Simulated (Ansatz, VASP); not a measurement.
## CuAu: VASP beside Ansatz

Contents of INCAR:

```
SYSTEM = CuAu
PREC = Accurate
ENCUT = 520
EDIFF = 1E-6
ISMEAR = 0
SIGMA = 0.15
LREAL = .False.
LASPH = .True.
NELM = 60
ALGO = Fast
ISIF = 2
LWAVE = .False.
LCHARG = .False.
GGA = PE
NBANDS = 18
```

The input KPOINTS:

```
Automatic mesh
0
Gamma
  18 18 14
  0 0 0
```

The input POSCAR:

```
CuAu
1.0
    2.8420000000      0.0000000000      0.0000000000
    0.0000000000      2.8420000000      0.0000000000
    0.0000000000      0.0000000000      3.6700000000
Cu Au
1 1
Direct
    0.5000000000      0.5000000000      0.5000000000
    0.0000000000      0.0000000000      0.0000000000
```

Input for Ansatz:

```yaml
crystal:
  lattice:
    - [2.842, 0.0, 0.0]
    - [0.0, 2.842, 0.0]
    - [0.0, 0.0, 3.67]
  atoms:
    - { symbol: Cu, position: [0.5, 0.5, 0.5] }
    - { symbol: Au, position: [0.0, 0.0, 0.0] }
basis:
  ecutwfc: 420
kpoints:
  mp_grid: { grid: [18, 18, 14] }
hamiltonian:
  xc: pbe
scf:
  occupations: { method: gaussian, width: 0.15 }
output:
  forces: true
  stress: true
  eigenvalues: true
```

Change from the starting cell: strain +0.015 along x and y, +0.000 along z, atoms carried along.

Alike in both runs: task single point; functional PBE; k mesh 18 × 18 × 14; occupations gaussian, width 0.15 eV; no spin polarisation.

```csv
,VASP,Ansatz
version,VASP 6.6.1,Ansatz 0.2.0
potentials or method,"VASP PAW PBE potentials, release 64 (Cu, Au)","scalar-relativistic, plane waves, PAW"
plane-wave cutoff (eV),520,420
valence electrons in the cell,22,38
```

VASP gave:

- gap on the k mesh at the Fermi level (eV): none
- pressure (GPa): 2.0
- largest component of the traceless stress (GPa): 0.33

Problem. Which values does Ansatz return?

Solution. gap on the k mesh at the Fermi level (eV): none; pressure (GPa): 1.8; largest component of the traceless stress (GPa): 0.36.

A gap of «none» marks a metal or a gap that the smearing closes. The functional is the same, so the differences come from potentials, cutoffs and numerics. The two sets of potentials don't hold the same shells in valence.

Spin-orbit coupling is left out, which matters for the levels of Au.
